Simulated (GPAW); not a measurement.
# Ge (Fd-3m) in GPAW: settings compared, part 2 of 2

GPAW 26.7.0. The steps go on from the part before.

**4. Equation of state, OLYP**

File run.py:

```python
import spglib
from ase import Atoms
from ase.eos import EquationOfState
from ase.io import Trajectory, read
from ase.units import GPa
from gpaw import GPAW, PW, setup_paths

setup_paths.insert(0, '.')

atoms = read('Ge.cif')
cell, positions, numbers = spglib.find_primitive(
    (atoms.cell[:], atoms.get_scaled_positions(), atoms.numbers), symprec=1e-4)
atoms = Atoms(numbers, cell=cell, scaled_positions=positions, pbc=True)

traj = Trajectory('eos.traj', 'w')
volumes, energies = [], []
for x in [0.94, 0.96, 0.98, 1.0, 1.02, 1.04, 1.06]:
    a = atoms.copy()
    a.set_cell(atoms.cell * x**(1 / 3), scale_atoms=True)
    calc = GPAW(mode=PW(600),
                xc='GGA_X_OPTX+GGA_C_LYP',
                kpts={'size': (8, 8, 8), 'gamma': True},
                occupations={'name': 'fermi-dirac', 'width': 0.05},
                nbands=11,
                convergence={'density': 1e-05, 'energy': 1e-05},
                eigensolver='davidson',
                maxiter=150,
                txt=f'eos-{x:.2f}.txt')
    a.calc = calc
    energies.append(a.get_potential_energy(force_consistent=True))
    volumes.append(a.get_volume())
    p = -a.get_stress()[:3].mean() / GPa
    calc.write(f'eos-{x:.2f}.gpw')
    traj.write(a)
    print(f'{x:.2f} {volumes[-1]:10.4f} A^3 {energies[-1]:14.6f} eV {p:9.3f} GPa', flush=True)

v0, e0, B = EquationOfState(volumes, energies, eos='birchmurnaghan').fit()
print(f'V0 = {v0:.4f} A^3, E0 = {e0:.6f} eV, B0 = {B / GPa:.2f} GPa')
```

File Ge.cif:

```cif
data_Ge
_cell_length_a 5.65782000
_cell_length_b 5.65782000
_cell_length_c 5.65782000
_cell_angle_alpha 90.00000000
_cell_angle_beta 90.00000000
_cell_angle_gamma 90.00000000
_space_group_name_H-M_alt 'Fd-3m'
_space_group_name_Hall 'F 4d 2 3 -1d'
_space_group_IT_number 227
loop_
_space_group_symop_operation_xyz
'x,y,z'
'-y+1/4,x+1/4,z+1/4'
'-x,-y+1/2,z+1/2'
'y+3/4,-x+1/4,z+3/4'
'x,-y,-z'
'-y+1/4,-x+3/4,-z+3/4'
'-x,y+1/2,-z+1/2'
'y+3/4,x+3/4,-z+1/4'
'z,x,y'
'z+1/4,-y+1/4,x+1/4'
'z+1/2,-x,-y+1/2'
'z+3/4,y+3/4,-x+1/4'
'-z,x,-y'
'-z+3/4,-y+1/4,-x+3/4'
'-z+1/2,-x,y+1/2'
'-z+1/4,y+3/4,x+3/4'
'y,z,x'
'x+1/4,z+1/4,-y+1/4'
'-y+1/2,z+1/2,-x'
'-x+1/4,z+3/4,y+3/4'
'-y,-z,x'
'-x+3/4,-z+3/4,-y+1/4'
'y+1/2,-z+1/2,-x'
'x+3/4,-z+1/4,y+3/4'
'-x+1/4,-y+1/4,-z+1/4'
'y,-x,-z'
'x+1/4,y+3/4,-z+3/4'
'-y+1/2,x,-z+1/2'
'-x+1/4,y+1/4,z+1/4'
'y,x+1/2,z+1/2'
'x+1/4,-y+3/4,z+3/4'
'-y+1/2,-x+1/2,z'
'-z+1/4,-x+1/4,-y+1/4'
'-z,y,-x'
'-z+3/4,x+1/4,y+3/4'
'-z+1/2,-y+1/2,x'
'z+1/4,-x+1/4,y+1/4'
'z+1/2,y,x+1/2'
'z+3/4,x+1/4,-y+3/4'
'z,-y+1/2,-x+1/2'
'-y+1/4,-z+1/4,-x+1/4'
[... 89 lines left out ...]
'-z+1/4,x+1/4,y+1/4'
'-z,-y+1/2,x+1/2'
'z+3/4,-x+1/4,y+3/4'
'z,y,x'
'z+1/4,x+1/4,-y+1/4'
'z+1/2,-y+1/2,-x'
'-y+3/4,-z+1/4,-x+3/4'
'-x+1/2,-z,y+1/2'
'y+1/4,-z+3/4,x+3/4'
'x+1/2,-z+1/2,-y'
'y+3/4,z+1/4,-x+3/4'
'x,z+1/2,y+1/2'
'-y+1/4,z+3/4,x+3/4'
'-x,z,-y'
'x+1/2,y+1/2,z'
'-y+3/4,x+3/4,z+1/4'
'-x+1/2,-y,z+1/2'
'y+1/4,-x+3/4,z+3/4'
'x+1/2,-y+1/2,-z'
'-y+3/4,-x+1/4,-z+3/4'
'-x+1/2,y,-z+1/2'
'y+1/4,x+1/4,-z+1/4'
'z+1/2,x+1/2,y'
'z+3/4,-y+3/4,x+1/4'
'z,-x+1/2,-y+1/2'
'z+1/4,y+1/4,-x+1/4'
'-z+1/2,x+1/2,-y'
'-z+1/4,-y+3/4,-x+3/4'
'-z,-x+1/2,y+1/2'
'-z+3/4,y+1/4,x+3/4'
'y+1/2,z+1/2,x'
'x+3/4,z+3/4,-y+1/4'
'-y,z,-x'
'-x+3/4,z+1/4,y+3/4'
'-y+1/2,-z+1/2,x'
'-x+1/4,-z+1/4,-y+1/4'
'y,-z,-x'
'x+1/4,-z+3/4,y+3/4'
'-x+3/4,-y+3/4,-z+1/4'
'y+1/2,-x+1/2,-z'
'x+3/4,y+1/4,-z+3/4'
'-y,x+1/2,-z+1/2'
'-x+3/4,y+3/4,z+1/4'
'y+1/2,x,z+1/2'
'x+3/4,-y+1/4,z+3/4'
'-y,-x,z'
'-z+3/4,-x+3/4,-y+1/4'
'-z+1/2,y+1/2,-x'
'-z+1/4,x+3/4,y+3/4'
'-z,-y,x'
'z+3/4,-x+3/4,y+1/4'
'z,y+1/2,x+1/2'
'z+1/4,x+3/4,-y+3/4'
'z+1/2,-y,-x+1/2'
'-y+3/4,-z+3/4,-x+1/4'
'-x+1/2,-z+1/2,y'
'y+1/4,-z+1/4,x+1/4'
'x+1/2,-z,-y+1/2'
'y+3/4,z+3/4,-x+1/4'
'x,z,y'
'-y+1/4,z+1/4,x+1/4'
'-x,z+1/2,-y+1/2'
loop_
_atom_site_label
_atom_site_type_symbol
_atom_site_symmetry_multiplicity
_atom_site_Wyckoff_symbol
_atom_site_fract_x
_atom_site_fract_y
_atom_site_fract_z
_atom_site_occupancy
Ge1 Ge 8 a 0.2500000000 0.2500000000 0.2500000000 1
```

On the command line:

```bash
gpaw-setup -f GGA_X_OPTX+GGA_C_LYP Ge
OMP_NUM_THREADS=1 python run.py
```

Run time: 52 s. Hardware: 1 thread of Arm Neoverse V2, shared host; peak memory 0.24 GiB.

Results (log left out):

* Equilibrium volume: 24.29 Å³/atom (rough: see the caveat)
* Bulk modulus: 53 GPa (rough)

Energy against volume, from the lowest point:
```csv
volume (Å³/atom),energy (meV/atom)
21.281,81.50
21.733,55.96
22.186,35.96
22.639,20.92
23.092,10.26
23.545,3.40
23.997,0.00
```

Caveat: the minimum lies outside the volumes run.

**5. Against experiment**

Step 3. Against the measured bulk modulus of Ge, 75.8 GPa (quoted in “Sub-monolayer structures of Ag overlayers on Ge(111): experimental observations and first-principles study”, 2019, arxiv:1908.00180), the calculated 59 GPa is off by -22.5 %. The fit is for a static lattice scaled at fixed shape and fixed fractional positions. The cell as given is a measured one (22.64 Å³/atom); BLYP+D4 puts the equilibrium volume +4.7 % from it, thermal expansion not counted.
